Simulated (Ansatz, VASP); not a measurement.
Two plane-wave programs on AgCl

```
Ag Cl
1.0
     0.00000    2.80371    2.80371
     2.80371    0.00000    2.80371
     2.80371    2.80371    0.00000
Ag Cl
1 1
Direct
  0.00000 0.00000 0.00000
  0.50000 0.50000 0.50000
```

Alike in both runs: task relaxation of cell and atoms; functional PBE; k mesh 8 × 8 × 8; occupations gaussian, width 0.02 eV; no spin polarisation.

|  | VASP | Ansatz |
| --- | --- | --- |
| version | VASP 6.6.1 | Ansatz 0.2.0 |
| potentials or method | VASP PAW PBE potentials, release 64 (Ag, Cl) | scalar-relativistic, plane waves, PAW |
| plane-wave cutoff (eV) | 600 | 420 |
| valence electrons in the cell | 18 | 26 |

Ansatz gave:

| Item | Value |
| --- | --- |
| gap on the k mesh at the Fermi level, each at its own relaxed structure (eV) | 0.92 |
| relaxed volume (Å³/atom) | 22.09 |
| relaxed cell length with the largest relative difference (Å) | 3.968 |

Q: Estimate VASP's values.

A: gap on the k mesh at the Fermi level, each at its own relaxed structure (eV): 0.92; relaxed volume (Å³/atom): 22.04; relaxed cell length with the largest relative difference (Å): 3.965.

The two sets of potentials don't hold the same shells in valence.

Caveats: the relaxation stopped at its first step, so nothing moved. A k mesh can miss the band edges.
